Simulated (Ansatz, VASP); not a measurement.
## One calculation of Al, two programs

INCAR

```
ALGO = Normal
EDIFF = 1E-7
ENCUT = 520
GGA = PE
ISIF = 2
ISMEAR = 0
LASPH = T
LCHARG = F
LREAL = F
LWAVE = F
NBANDS = 8
NELM = 100
PREC = Accurate
SIGMA = 0.1
```

The input KPOINTS:

```
k-points
0
Gamma
  6 6 6
```

POSCAR

```
Al
1.0
   -1.5912186900      1.5912186900      1.5912186900
    1.5912186900     -1.5912186900      1.5912186900
    1.5912186900      1.5912186900     -1.5912186900
Al
1
Direct
    0.0000000000      0.0000000000      0.0000000000
```

Input for Ansatz:

```yaml
crystal:
  lattice:
    - [-1.59121869, 1.59121869, 1.59121869]
    - [1.59121869, -1.59121869, 1.59121869]
    - [1.59121869, 1.59121869, -1.59121869]
  atoms:
    - { symbol: Al, position: [0.0, 0.0, 0.0] }
basis:
  ecutwfc: 420
kpoints:
  mp_grid: { grid: [6, 6, 6] }
hamiltonian:
  xc: pbe
scf:
  occupations: { method: gaussian, width: 0.1 }
  convergence: { dr2_threshold: "1e-11 eV" }
output:
  forces: true
  stress: true
  eigenvalues: true
```

Alike in both runs: task single point; functional PBE; k mesh 6 × 6 × 6; occupations gaussian, width 0.1 eV; no spin polarisation.

|  | VASP | Ansatz |
| --- | --- | --- |
| version | VASP 6.6.1 | Ansatz 0.2.0 |
| potentials or method | VASP PAW PBE potentials, release 64 (Al) | scalar-relativistic, plane waves, PAW |
| plane-wave cutoff (eV) | 520 | 420 |
| valence electrons in the cell | 3 | 3 |

```tsv
	VASP	Ansatz	Ansatz less VASP
gap on the k mesh at the Fermi level (eV)	none	none	-
pressure (GPa)	4.3	4.3	+0.02
```

A gap of «none» marks a metal or a gap that the smearing closes. With one functional, cell and mesh, what is left measures potentials, basis and numerics.

Caveats: the k mesh is coarse (spacing up to 0.47 Å⁻¹), so the values aren't converged.
